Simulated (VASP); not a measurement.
# KF (Carobbiite) (Fm-3m) in VASP: further runs

One crystal, KF (Carobbiite), is run at these levels: PBE+D3(BJ); tasks: single point, relaxation of cell and atoms.

Program: VASP 6.6.1. These are calculated values, not measurements. Logs are shortened: lines on timing, memory, paths and dates and some standing lists are left out, and cuts for length are marked.

## (1) Starting point

The structure is cubic, space group Fm-3m (No. 225). The conventional cell has a = 5.419 Å, b = 5.419 Å, c = 5.419 Å, α = 90.00°, β = 90.00°, γ = 90.00°. Around K (site symmetry m-3m) lie 6 F at 2.71 Å. F (site symmetry m-3m) is surrounded by 6 K at 2.71 Å.

## (2) Single point, PBE+D3(BJ) (relaxed again under DFT PBE+D3(BJ), scalar-relativistic, plane waves, PAW)

File INCAR:

```
ALGO = Fast
EDIFF = 1E-7
ENCUT = 520
GGA = PE
ISIF = 2
ISMEAR = 0
IVDW = 12
LASPH = T
LCHARG = F
LREAL = F
LWAVE = F
NBANDS = 15
NELM = 100
PREC = Accurate
SIGMA = 0.02
```

File KPOINTS:

```
k-points
0
Gamma
  8 8 8
```

File POSCAR:

```
KF
1.0
    0.0000000000      2.6735802642      2.6735802642
    2.6735802642      0.0000000000      2.6735802642
    2.6735802642      2.6735802642      0.0000000000
K F
1 1
Direct
    0.0000000000      0.0000000000      0.0000000000
    0.5000000000      0.5000000000      0.5000000000
```

Potentials or basis: VASP PAW PBE potentials, release 64 (K_sv, F).

The run is started by

```bash
$ cat potpaw_PBE.64/K_sv/POTCAR potpaw_PBE.64/F/POTCAR > POTCAR
$ mpirun -np 1 vasp_std > vasp.out
```

OUTCAR:

```text
EDIFF = 1E-7
   ENCUT = 520
   GGA = PE
   ISIF = 2
   ISMEAR = 0
   IVDW = 12
   LASPH = T
   LREAL = F
   NELM = 100
   PREC = Accurate
 IVDW          = 12

 ion  position               nearest neighbor table
   1  0.000  0.000  0.000-   2 2.67   2 2.67   2 2.67   2 2.67   2 2.67   2 2.67
   2  0.500  0.500  0.500-   1 2.67   1 2.67   1 2.67   1 2.67   1 2.67   1 2.67

  LATTYP: Found a face centered cubic cell.
 ALAT       =     5.3471605284

  Lattice vectors:

 A1 = (   0.0000000000,   2.6735802642,   2.6735802642)
 A2 = (   2.6735802642,   0.0000000000,   2.6735802642)
 A3 = (   2.6735802642,   2.6735802642,   0.0000000000)

Analysis of symmetry for initial positions (statically):
=====================================================================
 Subroutine PRICEL returns:
 Original cell was already a primitive cell.

 Routine SETGRP: Setting up the symmetry group for a
 face centered cubic supercell.

 Subroutine GETGRP returns: Found 48 space group operations
 (whereof 48 operations were pure point group operations)
 out of a pool of 48 trial point group operations.

The static configuration has the point symmetry O_h .

Analysis of symmetry for dynamics (positions and initial velocities):
=====================================================================
 Subroutine PRICEL returns:
 Original cell was already a primitive cell.

 Routine SETGRP: Setting up the symmetry group for a
 face centered cubic supercell.

 Subroutine GETGRP returns: Found 48 space group operations
 (whereof 48 operations were pure point group operations)
 out of a pool of 48 trial point group operations.

The dynamic configuration has the point symmetry O_h .

 Subroutine INISYM returns: Found 48 space group operations
 (whereof 48 operations are pure point group operations),
 and found     1 'primitive' translations

----------------------------------------------------------------------------------------

                                     Primitive cell

  volume of cell :      38.2217

  direct lattice vectors                    reciprocal lattice vectors
     0.000000000  2.673580264  2.673580264    -0.187015145  0.187015145  0.187015145
     2.673580264  0.000000000  2.673580264     0.187015145 -0.187015145  0.187015145
     2.673580264  2.673580264  0.000000000     0.187015145  0.187015145 -0.187015145

  length of vectors
     3.781013470  3.781013470  3.781013470     0.323919732  0.323919732  0.323919732

  position of ions in fractional coordinates (direct lattice)
     0.000000000  0.000000000  0.000000000
[... 91 lines left out ...]
   EMIN   =  10.00;   EMAX   =-10.00  energy-range for DOS
   EFERMI =   0.00;   METHOD = LEGACY
   ISMEAR =     0;   SIGMA  =   0.02  broadening in eV -4-tet -1-fermi 0-gaus
   EFERMI_NEDOS =   21; number of points for ismear=-14 and -15
   IALGO  =     68    algorithm
   IMIX   =      4    mixing-type and parameters
     AMIX     =   0.40;   BMIX     =  1.00
     AMIX_MAG =   1.60;   BMIX_MAG =  1.00
  volume/ion in A,a.u.               =      19.11       128.97
  Fermi-wavevector in a.u.,A,eV,Ry     =   1.224649  2.314251 20.405541  1.499765
  Thomas-Fermi vector in A             =   2.359716
   LORBIT       =      0    0 simple, 1 ext, 2 COOP (PROOUT), +10 PAW based schemes
   GGA     = PE    functional components
   LHFCALC =     F    Hartree Fock is set to
   AEXX    =    0.0000 exact exchange contribution
   IVDW    =    12    specifies the selected vdW correction
   LEPSILON=     F    determine dielectric tensor
   LRPA    =     F    only Hartree local field effects (RPA)
 non-spin polarized calculation
 RMM-DIIS sequential band-by-band and
 Gauss-broadening in eV      SIGMA  =   0.02
  energy-cutoff  :      520.00
  volume of cell :       38.22
 maximum number of plane-waves:      1056
   NGX = 13   NGY = 13   NGZ = 13

 number of electron      16.0000001 magnetization

 Free energy of the ion-electron system (eV)
  ---------------------------------------------------
  ext. energy  EPLUGINS =         0.00000000
  ---------------------------------------------------
  free energy    TOTEN  =        -8.29085475 eV

  energy without entropy =       -8.29085475  energy(sigma->0) =       -8.29085475

 E-fermi :  -2.6152     XC(G=0):  -8.3949

 val. band max:       -2.8097828516   @ k =   0.0000   0.0000   0.0000
 cond. band min:       3.3459071461   @ k =   0.0000   0.0000   0.0000
 fundamental gap:      6.1556899976
 Fermi energy:        -2.6152274465

 k-point     1 :       0.0000    0.0000    0.0000
  band No.  band energies     occupation
      1     -28.9526      2.00000
      2     -21.4643      2.00000
      3     -12.2045      2.00000
      4     -12.2045      2.00000
      5     -12.2045      2.00000
      6      -2.8098      2.00000
      7      -2.8098      2.00000
      8      -2.8098      2.00000
      9       3.3459      0.00000
     10       7.8641      0.00000
     11       7.8641      0.00000
     12       7.8641      0.00000
     13       9.5333      0.00000
     14       9.5333      0.00000
[... 401 lines left out ...]
      2     -21.5289      2.00000
      3     -12.5227      2.00000
      4     -12.4189      2.00000
      5     -12.2770      2.00000
      6      -3.3776      2.00000
      7      -3.0874      2.00000
      8      -3.0646      2.00000
      9       6.5812      0.00000
     10       7.2732      0.00000
     11       8.8551      0.00000
     12       9.8987      0.00000
     13      11.1504      0.00000
     14      12.1979      0.00000
     15      12.4413      0.00000

 [... further k-points ...]

------------------------ aborting loop because EDIFF is reached ----------------------------------------

 Edisp (eV)   -0.31584

 E8    (eV) :    -0.1497

  FORCE on cell =-STRESS in cart. coord.  units (eV):
  Direction    XX          YY          ZZ          XY          YZ          ZX
  --------------------------------------------------------------------------------------
  -------------------------------------------------------------------------------------
  Total       0.00753     0.00753     0.00753     0.00000     0.00000     0.00000
  in kB       0.31562     0.31562     0.31562     0.00000     0.00000     0.00000
  external pressure =        0.32 kB  Pullay stress =        0.00 kB

 VOLUME and BASIS-vectors are now :
 -----------------------------------------------------------------------------
  energy-cutoff  :      520.00
  volume of cell :       38.22
      direct lattice vectors                 reciprocal lattice vectors
     0.000000000  2.673580264  2.673580264    -0.187015145  0.187015145  0.187015145
     2.673580264  0.000000000  2.673580264     0.187015145 -0.187015145  0.187015145
     2.673580264  2.673580264  0.000000000     0.187015145  0.187015145 -0.187015145

 POSITION                                       TOTAL-FORCE (eV/Angst)
 -----------------------------------------------------------------------------------
      0.00000      0.00000      0.00000        -0.000000      0.000000     -0.000000
      2.67358      2.67358      2.67358         0.000000     -0.000000      0.000000
 -----------------------------------------------------------------------------------
    total drift:                                0.000000      0.000000      0.000000

  FREE ENERGIE OF THE ION-ELECTRON SYSTEM (eV)
  ---------------------------------------------------
  free  energy   TOTEN  =        -8.6066915139 eV

  energy  without entropy=       -8.6066915139  energy(sigma->0) =       -8.60669151
```

stdout:

```text
POSCAR found type information on POSCAR K F
 POSCAR found :  2 types and       2 ions
 scaLAPACK will be used
 LDA part: xc-table for (Slater+PW92), standard interpolation
 POSCAR, INCAR and KPOINTS ok, starting setup
 FFT: planning ... GRIDC
 FFT: planning ... GRID_SOFT
 FFT: planning ... GRID
 WAVECAR not read
 entering main loop
 num prob  num prob RMM:  18    -0.829085475011E+01   -0.29632E-07   -0.45842E-07   935   0.289E-03
```

Wall time 22 s (1 thread of Intel Xeon Platinum 8259CL at 2.50GHz (Skylake/Cascade Lake), shared host); peak memory 0.17 GiB.

What came out:

| Property | Result |
| --- | --- |
| Free energy | -8.6067 eV |
| Pressure | 0.0 GPa |
| Band gap on the k mesh | 6.16 eV, direct |
| Dispersion energy per atom | -0.158 eV |

Levels at points of the mesh, in eV from the valence-band top:
| k point | band 6 | band 7 | band 8 | band 9 | band 10 | band 11 |
| --- | --- | --- | --- | --- | --- | --- |
| (0.00, 0.00, 0.00) | 0.00 | 0.00 | 0.00 | 6.16 | 10.67 | 10.67 |
| (0.50, 0.00, 0.00) | -0.79 | -0.34 | -0.34 | 9.06 | 10.59 | 12.06 |
| (0.50, 0.50, 0.00) | -0.21 | -0.06 | -0.06 | 8.20 | 10.29 | 11.80 |

## (3) Relaxation of cell and atoms, PBE+D3(BJ)

File INCAR:

```
SYSTEM = KF
PREC     = Accurate       ! precision mode
ENCUT    = 600            ! plane-wave cutoff, eV
EDIFF    = 1E-6           ! SCF threshold, eV
ISMEAR   = 0              ! smearing method
SIGMA    = 0.02           ! smearing width, eV
LREAL    = .FALSE.        ! projectors in reciprocal space
LASPH    = .TRUE.         ! aspherical terms in the spheres
NELM     = 100            ! most SCF steps
ALGO     = Fast           ! electronic algorithm
ISIF     = 3              ! what is computed and relaxed
LWAVE    = .FALSE.        ! write WAVECAR
LCHARG   = .FALSE.        ! write CHGCAR
GGA      = PE             ! functional
IVDW     = 12             ! dispersion correction
IBRION   = 2              ! ionic algorithm
NSW      = 70             ! ionic steps
EDIFFG   = -0.005         ! ionic threshold
```

File KPOINTS:

```
Automatic mesh
0
G
  8 8 8
  0 0 0
```

File POSCAR:

```
KF
1.0
    0.0000000000      2.7093664282      2.7093664282
    2.7093664282      0.0000000000      2.7093664282
    2.7093664282      2.7093664282      0.0000000000
K F
1 1
Direct
    0.0000000000      0.0000000000      0.0000000000
    0.5000000000      0.5000000000      0.5000000000
```

Potentials or basis: VASP PAW PBE potentials, release 64 (K_sv, F).

The run is started by

```bash
$ cat potpaw_PBE.64/K_sv/POTCAR potpaw_PBE.64/F/POTCAR > POTCAR
$ mpirun -np 1 vasp_std > vasp.out
```

Wall time 53 s (1 thread of Intel Xeon Platinum 8259CL at 2.50GHz (Skylake/Cascade Lake), shared host); peak memory 0.2 GiB.

The run converged. Its results:

```yaml
Free_energy: -8.6108 eV
Relaxed_volume: 19.09 Å³/atom
Relaxed_cell: a = 3.780 Å, b = 3.780 Å, c = 3.780 Å, α = 60.00°, β = 60.00°, γ = 60.00°
Space_group_after_relaxing_to_0.05_Å: Fm-3m (No. 225)
Energy_gained_by_relaxing: 3.1 meV/atom
Ionic_steps: 4
Pressure_after_relaxing: 0.0 GPa
Band_gap_on_the_k_mesh: 6.16 eV, direct
Dispersion_energy_per_atom: -0.158 eV
```

The path:
```
step  energy change (eV)  largest force (eV/Å)  pressure (GPa)  volume (Å³)
   1              0.0000                0.0000           -1.20        39.78
   2             -0.0048                0.0000           -0.60        38.92
   3             -0.0061                0.0000            0.05        38.13
   4             -0.0062                0.0000            0.01        38.19
```

Final structure:
```yaml
crystal:
  lattice:
    - [0.00000, 2.67275, 2.67275]
    - [2.67275, 0.00000, 2.67275]
    - [2.67275, 2.67275, 0.00000]
  atoms:
    - { symbol: K, position: [0.00000, 0.00000, 0.00000] }
    - { symbol: F, position: [0.50000, 0.50000, 0.50000] }
```

Levels at points of the mesh, in eV from the valence-band top:
| k point | band 4 | band 5 | band 6 | band 7 | band 8 | band 9 | band 10 | band 11 | band 12 |
| --- | --- | --- | --- | --- | --- | --- | --- | --- | --- |
| (0.00, 0.00, 0.00) | -9.39 | -9.39 | 0.00 | 0.00 | 0.00 | 6.16 | 10.68 | 10.68 | 10.68 |
| (0.50, 0.00, 0.00) | -9.43 | -9.43 | -0.79 | -0.35 | -0.35 | 9.07 | 10.60 | 12.07 | 12.07 |
| (0.50, 0.50, 0.00) | -9.60 | -9.60 | -0.21 | -0.06 | -0.06 | 8.20 | 10.30 | 11.80 | 13.61 |
